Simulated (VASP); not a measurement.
# Mg2Sn (Fm-3m) in VASP: notebook

Runs on Mg2Sn. Level: PBEsol. Tasks: single point.

Program: VASP 6.6.1. These are calculated values, not measurements. Logs are shortened: lines on timing, memory, paths and dates and some standing lists are left out, and cuts for length are marked.

## 1. The structure

Symmetry: Fm-3m, No. 225, cubic system. The conventional cell has a = 6.741 Å, b = 6.741 Å, c = 6.741 Å, α = 90.00°, β = 90.00°, γ = 90.00°. Mg (site symmetry -43m) is surrounded by 4 Sn at 2.92 Å. Around Sn (site symmetry m-3m) lie 8 Mg at 2.92 Å.

The cell is a database's computed one.

## 2. Single point, PBEsol

Input file INCAR:

```
SYSTEM = Mg2Sn
PREC = Accurate
ENCUT = 700
EDIFF = 1E-6
ISMEAR = 0
SIGMA = 0.1
LREAL = .FALSE.
LASPH = .TRUE.
NELM = 100
ALGO = Normal
ISIF = 2
LWAVE = .FALSE.
LCHARG = .FALSE.
GGA = PS
NBANDS = 16
```

Input file KPOINTS:

```
regular mesh
0
G
  12 12 12
  0 0 0
```

Input file POSCAR:

```
Mg2Sn
1.0
    0.0000000000      3.3705800000      3.3705800000
    3.3705800000      0.0000000000      3.3705800000
    3.3705800000      3.3705800000      0.0000000000
Mg Sn
2 1
Direct
    0.2500000000      0.2500000000      0.2500000000
    0.7500000000      0.7500000000      0.7500000000
    1.0000000000      1.0000000000      0.0000000000
```

Potentials or basis: VASP PAW PBE potentials, release 64 (Mg, Sn_d).

The run is started by

```sh
cat potpaw_PBE.64/Mg/POTCAR potpaw_PBE.64/Sn_d/POTCAR > POTCAR
mpirun -np 1 vasp_std > vasp.out
```

OUTCAR:

```text
SYSTEM = Mg2Sn
   PREC = Accurate
   ENCUT = 700
   EDIFF = 1E-6
   ISMEAR = 0
   LREAL = .FALSE.
   LASPH = .TRUE.
   NELM = 100
   ISIF = 2
   GGA = PS

 ion  position               nearest neighbor table
   1  0.250  0.250  0.250-   3 2.92   3 2.92   3 2.92   3 2.92   2 3.37   2 3.37   2 3.37   2 3.37
                             2 3.37   2 3.37
   2  0.750  0.750  0.750-   3 2.92   3 2.92   3 2.92   3 2.92   1 3.37   1 3.37   1 3.37   1 3.37
                             1 3.37   1 3.37
   3  0.000  0.000  0.000-   2 2.92   2 2.92   2 2.92   1 2.92   1 2.92   1 2.92   2 2.92   1 2.92

  LATTYP: Found a face centered cubic cell.
 ALAT       =     6.7411600000

  Lattice vectors:

 A1 = (   0.0000000000,   3.3705800000,   3.3705800000)
 A2 = (   3.3705800000,   0.0000000000,   3.3705800000)
 A3 = (   3.3705800000,   3.3705800000,   0.0000000000)

Analysis of symmetry for initial positions (statically):
=====================================================================
 Subroutine PRICEL returns:
 Original cell was already a primitive cell.

 Routine SETGRP: Setting up the symmetry group for a
 face centered cubic supercell.

 Subroutine GETGRP returns: Found 48 space group operations
 (whereof 48 operations were pure point group operations)
 out of a pool of 48 trial point group operations.

The static configuration has the point symmetry O_h .

Analysis of symmetry for dynamics (positions and initial velocities):
=====================================================================
 Subroutine PRICEL returns:
 Original cell was already a primitive cell.

 Routine SETGRP: Setting up the symmetry group for a
 face centered cubic supercell.

 Subroutine GETGRP returns: Found 48 space group operations
 (whereof 48 operations were pure point group operations)
 out of a pool of 48 trial point group operations.

The dynamic configuration has the point symmetry O_h .

 Subroutine INISYM returns: Found 48 space group operations
 (whereof 48 operations are pure point group operations),
 and found     1 'primitive' translations

----------------------------------------------------------------------------------------

                                     Primitive cell

  volume of cell :      76.5850

  direct lattice vectors                    reciprocal lattice vectors
     0.000000000  3.370580000  3.370580000    -0.148342422  0.148342422  0.148342422
     3.370580000  0.000000000  3.370580000     0.148342422 -0.148342422  0.148342422
     3.370580000  3.370580000  0.000000000     0.148342422  0.148342422 -0.148342422

  length of vectors
[... 89 lines left out ...]
   NFREE  =      0    steps in history (QN), initial steepest desc. (CG)
   ISIF   =      2    stress and relaxation
   ISYM   =      2    0-nonsym 1-usesym 2-fastsym
   POTIM  = 0.5000    time-step for ionic-motion
   TEBEG  =    0.0;   TEEND  =   0.0 temperature during run
   PSTRESS=    0.0 pullay stress
   NELECT =      18.0000    total number of electrons
   NUPDOWN=      -1.0000    fix difference up-down
   EMIN   =  10.00;   EMAX   =-10.00  energy-range for DOS
   EFERMI =   0.00;   METHOD = LEGACY
   ISMEAR =     0;   SIGMA  =   0.10  broadening in eV -4-tet -1-fermi 0-gaus
   EFERMI_NEDOS =   21; number of points for ismear=-14 and -15
   IALGO  =     38    algorithm
   IMIX   =      4    mixing-type and parameters
     AMIX     =   0.40;   BMIX     =  1.00
     AMIX_MAG =   1.60;   BMIX_MAG =  1.00
  volume/ion in A,a.u.               =      25.53       172.27
  Fermi-wavevector in a.u.,A,eV,Ry     =   1.010302  1.909193 13.887593  1.020709
  Thomas-Fermi vector in A             =   2.143282
   LORBIT       =      0    0 simple, 1 ext, 2 COOP (PROOUT), +10 PAW based schemes
   GGA     = PS    functional components
   LHFCALC =     F    Hartree Fock is set to
   AEXX    =    0.0000 exact exchange contribution
   IVDW    =     0    specifies the selected vdW correction
   LEPSILON=     F    determine dielectric tensor
   LRPA    =     F    only Hartree local field effects (RPA)
 non-spin polarized calculation
 Gauss-broadening in eV      SIGMA  =   0.10
  energy-cutoff  :      700.00
  volume of cell :       76.59
 maximum number of plane-waves:      3250
 NGX is ok and might be reduce to    42
   NGX = 21   NGY = 21   NGZ = 21

 number of electron      18.0000001 magnetization

 Free energy of the ion-electron system (eV)
  ---------------------------------------------------
  ext. energy  EPLUGINS =         0.00000000
  ---------------------------------------------------
  free energy    TOTEN  =        -8.33519623 eV

  energy without entropy =       -8.33368743  energy(sigma->0) =       -8.33444183

 E-fermi :   4.2180     XC(G=0):  -8.8932

 val. band max:        4.2162374532   @ k =   0.4167   0.4167   0.0000
 cond. band min:       4.2430430915   @ k =   0.0000   0.0000   0.0000
 fundamental gap:      0.0268056383
 Fermi energy:         4.2179592684

 k-point     1 :       0.0000    0.0000    0.0000
  band No.  band energies     occupation
      1     -16.6429      2.00000
      2     -16.6429      2.00000
      3     -16.6429      2.00000
      4     -16.6027      2.00000
      5     -16.6027      2.00000
      6      -4.9169      2.00000
[... 433 lines left out ...]
      3     -16.6387      2.00000
      4     -16.6024      2.00000
      5     -16.6017      2.00000
      6      -3.5156      2.00000
[... 8 lines left out ...]
     15      10.0950      0.00000
     16      10.5769      0.00000

 [... further k-points ...]

------------------------ aborting loop because EDIFF is reached ----------------------------------------

  FORCE on cell =-STRESS in cart. coord.  units (eV):
  Direction    XX          YY          ZZ          XY          YZ          ZX
  --------------------------------------------------------------------------------------
  -------------------------------------------------------------------------------------
  Total       -0.0025605     -0.0025605     -0.0025605      0.0000000     -0.0000000      0.0000000
  in kB       -0.0535657     -0.0535657     -0.0535657      0.0000000     -0.0000000      0.0000000
  external PRESSURE =      -0.0535657 kB  Pullay stress =       0.0000000 kB

 VOLUME and BASIS-vectors are now :
 -----------------------------------------------------------------------------
  energy-cutoff  :      700.00
  volume of cell :       76.59
      direct lattice vectors                 reciprocal lattice vectors
     0.000000000  3.370580000  3.370580000    -0.148342422  0.148342422  0.148342422
     3.370580000  0.000000000  3.370580000     0.148342422 -0.148342422  0.148342422
     3.370580000  3.370580000  0.000000000     0.148342422  0.148342422 -0.148342422

 POSITION                                       TOTAL-FORCE (eV/Angst)
 -----------------------------------------------------------------------------------
      1.68529      1.68529      1.68529        -0.000000     -0.000000     -0.000000
      5.05587      5.05587      5.05587         0.000000      0.000000      0.000000
      0.00000      0.00000      0.00000         0.000000      0.000000      0.000000
 -----------------------------------------------------------------------------------
    total drift:                               -0.000000      0.000000      0.000000

  FREE ENERGIE OF THE ION-ELECTRON SYSTEM (eV)
  ---------------------------------------------------
  free  energy   TOTEN  =        -8.3351962262 eV

  energy  without entropy=       -8.3336874306  energy(sigma->0) =       -8.33444183
```

OSZICAR:

```text
N       E                     dE             d eps       ncg     rms          rms(c)
DAV:   1     0.103199409540E+03    0.10320E+03   -0.96934E+03  2304   0.142E+03
DAV:   2     0.146406807063E+00   -0.10305E+03   -0.10006E+03  2448   0.347E+02
DAV:   3    -0.844097180710E+01   -0.85874E+01   -0.85518E+01  2984   0.809E+01
DAV:   4    -0.866607139571E+01   -0.22510E+00   -0.22507E+00  2800   0.138E+01
DAV:   5    -0.867531147320E+01   -0.92401E-02   -0.92400E-02  3376   0.252E+00    0.332E+00
DAV:   6    -0.841344683547E+01    0.26186E+00   -0.20825E-01  2856   0.179E+00    0.181E+00
DAV:   7    -0.833538093441E+01    0.78066E-01   -0.19764E-01  2872   0.274E+00    0.418E-01
DAV:   8    -0.833528553010E+01    0.95404E-04   -0.16112E-02  2904   0.135E+00    0.191E-01
DAV:   9    -0.833526210612E+01    0.23424E-04   -0.15171E-03  3000   0.434E-01    0.478E-02
DAV:  10    -0.833519398000E+01    0.68126E-04   -0.28385E-04  2920   0.915E-02    0.183E-02
DAV:  11    -0.833519630601E+01   -0.23260E-05   -0.21371E-05  2728   0.349E-02    0.665E-03
DAV:  12    -0.833519622625E+01    0.79765E-07   -0.19133E-06  2344   0.152E-02
   1 F= -.83351962E+01 E0= -.83344418E+01  d E =-.150880E-02
```

stdout:

```text
POSCAR found type information on POSCAR MgSn
 POSCAR found :  2 types and       3 ions
 scaLAPACK will be used
 -----------------------------------------------------------------------------
|                                                                             |
|                                                                             |
|     You enforced a specific xc type in the INCAR file but a different       |
|     I HOPE YOU KNOW WHAT YOU ARE DOING!                                     |
|                                                                             |
 -----------------------------------------------------------------------------

 LDA part: xc-table for (Slater+PW92), standard interpolation
 POSCAR, INCAR and KPOINTS ok, starting setup
 FFT: planning ... GRIDC
 FFT: planning ... GRID_SOFT
 FFT: planning ... GRID
 WAVECAR not read
 entering main loop
```

Run time: 70 s. Hardware: 1 thread of AMD EPYC 9R45 (Zen 5), shared host; peak memory 0.32 GiB.

Results:

```
Free energy            : -8.3352 eV
Pressure               : 0.0 GPa
Band gap on the k mesh : none (metal or under the smearing width)
```

Caveat: the PAW data sets were made with another functional, which shifts forces and pressure a little; this crystal is a semiconductor, whose small gap the functional closes, so the metal is an error of the method.

## 3. Single point, PBEsol

INCAR: that of step 2 with these lines changed.

```diff
@@ -2,3 +2,3 @@
 PREC = Accurate
-ENCUT = 700
+ENCUT = 520
 EDIFF = 1E-6
```

Input file KPOINTS:

```
regular mesh
0
G
  16 16 16
  0 0 0
```

POSCAR is that of step 2.

Potentials or basis: VASP PAW PBE potentials, release 64 (Mg, Sn_d).

The run is started by

```sh
cat potpaw_PBE.64/Mg/POTCAR potpaw_PBE.64/Sn_d/POTCAR > POTCAR
mpirun -np 1 vasp_std > vasp.out
```

Wall time 84 s (1 thread of AMD EPYC 9R45 (Zen 5), shared host); peak memory 0.31 GiB.

The run converged. Its results:

```
Free energy            : -8.3346 eV
Pressure               : 0.0 GPa
Band gap on the k mesh : none (metal or under the smearing width)
```

Levels at points of the mesh, in eV from the Fermi level:
```csv
k point,band 7,band 8,band 9,band 10,band 11,band 12
"(0.00, 0.00, 0.00)",0.02,0.02,0.02,1.43,2.20,2.20
"(0.50, 0.00, 0.00)",-4.82,-0.81,-0.81,0.72,2.25,2.25
"(0.50, 0.50, 0.00)",-4.59,-2.09,-2.09,-0.09,0.12,7.26
```

Caveat: the PAW data sets were made with another functional, which shifts forces and pressure a little; this crystal is a semiconductor, whose small gap the functional closes, so the metal is an error of the method.

## 4. Single point, PBEsol

INCAR: that of step 3 with these lines changed.

```diff
@@ -5,3 +5,3 @@
 ISMEAR = 0
-SIGMA = 0.1
+SIGMA = 0.5
 LREAL = .FALSE.
```

Input file KPOINTS:

```
regular mesh
0
G
  12 12 12
  0 0 0
```

POSCAR is that of step 3.

Potentials or basis: VASP PAW PBE potentials, release 64 (Mg, Sn_d).

The run is started by

```sh
cat potpaw_PBE.64/Mg/POTCAR potpaw_PBE.64/Sn_d/POTCAR > POTCAR
mpirun -np 1 vasp_std > vasp.out
```

OUTCAR:

```text
SYSTEM = Mg2Sn
   PREC = Accurate
   ENCUT = 520
   EDIFF = 1E-6
   ISMEAR = 0
   LREAL = .FALSE.
   LASPH = .TRUE.
   NELM = 100
   ISIF = 2
   GGA = PS

 ion  position               nearest neighbor table
   1  0.250  0.250  0.250-   3 2.92   3 2.92   3 2.92   3 2.92   2 3.37   2 3.37   2 3.37   2 3.37
                             2 3.37   2 3.37
   2  0.750  0.750  0.750-   3 2.92   3 2.92   3 2.92   3 2.92   1 3.37   1 3.37   1 3.37   1 3.37
                             1 3.37   1 3.37
   3  0.000  0.000  0.000-   2 2.92   2 2.92   2 2.92   1 2.92   1 2.92   1 2.92   2 2.92   1 2.92

  LATTYP: Found a face centered cubic cell.
 ALAT       =     6.7411600000

  Lattice vectors:

 A1 = (   0.0000000000,   3.3705800000,   3.3705800000)
 A2 = (   3.3705800000,   0.0000000000,   3.3705800000)
 A3 = (   3.3705800000,   3.3705800000,   0.0000000000)

Analysis of symmetry for initial positions (statically):
=====================================================================
 Subroutine PRICEL returns:
 Original cell was already a primitive cell.

 Routine SETGRP: Setting up the symmetry group for a
 face centered cubic supercell.

 Subroutine GETGRP returns: Found 48 space group operations
[... 172 lines left out ...]
 fundamental gap:      0.0120880683
 Fermi energy:         4.2157843188

 k-point     1 :       0.0000    0.0000    0.0000
  band No.  band energies     occupation
      1     -16.6789      2.00000
      2     -16.6789      2.00000
      3     -16.6789      2.00000
      4     -16.6386      2.00000
      5     -16.6386      2.00000
      6      -4.9307      2.00000
[... 433 lines left out ...]
      3     -16.6747      2.00000
      4     -16.6384      2.00000
      5     -16.6377      2.00000
      6      -3.5341      2.00000
[... 8 lines left out ...]
     15      10.0912      0.00000
     16      10.5724      0.00000

 [... further k-points ...]

------------------------ aborting loop because EDIFF is reached ----------------------------------------

  FORCE on cell =-STRESS in cart. coord.  units (eV):
  Direction    XX          YY          ZZ          XY          YZ          ZX
  --------------------------------------------------------------------------------------
  -------------------------------------------------------------------------------------
  Total        0.0020171      0.0020171      0.0020171      0.0000000      0.0000000     -0.0000000
  in kB        0.0421987      0.0421987      0.0421987      0.0000000      0.0000000     -0.0000000
  external PRESSURE =       0.0421987 kB  Pullay stress =       0.0000000 kB

 VOLUME and BASIS-vectors are now :
 -----------------------------------------------------------------------------
  energy-cutoff  :      520.00
  volume of cell :       76.59
      direct lattice vectors                 reciprocal lattice vectors
     0.000000000  3.370580000  3.370580000    -0.148342422  0.148342422  0.148342422
     3.370580000  0.000000000  3.370580000     0.148342422 -0.148342422  0.148342422
     3.370580000  3.370580000  0.000000000     0.148342422  0.148342422 -0.148342422

 POSITION                                       TOTAL-FORCE (eV/Angst)
 -----------------------------------------------------------------------------------
      1.68529      1.68529      1.68529        -0.000000     -0.000000     -0.000000
      5.05587      5.05587      5.05587         0.000000      0.000000      0.000000
      0.00000      0.00000      0.00000         0.000000      0.000000      0.000000
 -----------------------------------------------------------------------------------
    total drift:                               -0.000000      0.000000     -0.000000

  FREE ENERGIE OF THE ION-ELECTRON SYSTEM (eV)
  ---------------------------------------------------
  free  energy   TOTEN  =        -8.3555294094 eV

  energy  without entropy=       -8.3013303516  energy(sigma->0) =       -8.32842988
```

OSZICAR:

```text
N       E                     dE             d eps       ncg     rms          rms(c)
DAV:   1     0.951844600871E+02    0.95184E+02   -0.83439E+03  2320   0.117E+03
DAV:   2    -0.795531445948E+00   -0.95980E+02   -0.93171E+02  2480   0.304E+02
DAV:   3    -0.847928037830E+01   -0.76837E+01   -0.76465E+01  3096   0.753E+01
DAV:   4    -0.867300791334E+01   -0.19373E+00   -0.19371E+00  2688   0.129E+01
DAV:   5    -0.868136355323E+01   -0.83556E-02   -0.83556E-02  3448   0.245E+00    0.330E+00
DAV:   6    -0.842862731344E+01    0.25274E+00   -0.20135E-01  2808   0.176E+00    0.178E+00
DAV:   7    -0.835586567792E+01    0.72762E-01   -0.17819E-01  2912   0.268E+00    0.423E-01
DAV:   8    -0.835558932345E+01    0.27635E-03   -0.13867E-02  2912   0.128E+00    0.182E-01
DAV:   9    -0.835554972049E+01    0.39603E-04   -0.95439E-04  2992   0.377E-01    0.398E-02
DAV:  10    -0.835552840167E+01    0.21319E-04   -0.13604E-04  2936   0.633E-02    0.142E-02
DAV:  11    -0.835552900035E+01   -0.59868E-06   -0.10709E-05  2656   0.259E-02    0.306E-03
DAV:  12    -0.835552940938E+01   -0.40903E-06   -0.25940E-06  2344   0.180E-02
   1 F= -.83555294E+01 E0= -.83284299E+01  d E =-.541991E-01
```

stdout:

```text
POSCAR found type information on POSCAR MgSn
 POSCAR found :  2 types and       3 ions
 scaLAPACK will be used
 -----------------------------------------------------------------------------
|                                                                             |
|                                                                             |
|     You enforced a specific xc type in the INCAR file but a different       |
|     I HOPE YOU KNOW WHAT YOU ARE DOING!                                     |
|                                                                             |
 -----------------------------------------------------------------------------

 LDA part: xc-table for (Slater+PW92), standard interpolation
 POSCAR, INCAR and KPOINTS ok, starting setup
 FFT: planning ... GRIDC
 FFT: planning ... GRID_SOFT
 FFT: planning ... GRID
 WAVECAR not read
 entering main loop
```

It took 45 s on 1 thread of AMD EPYC 9R45 (Zen 5), shared host; peak memory 0.23 GiB.

Results:

* Free energy: -8.3555 eV
* Pressure: 0.0 GPa
* Band gap on the k mesh: none (metal or under the smearing width)

Caveat: the PAW data sets were made with another functional, which shifts forces and pressure a little; this crystal is a semiconductor, whose small gap the functional closes, so the metal is an error of the method.

(Continued in part 2 of 2.)
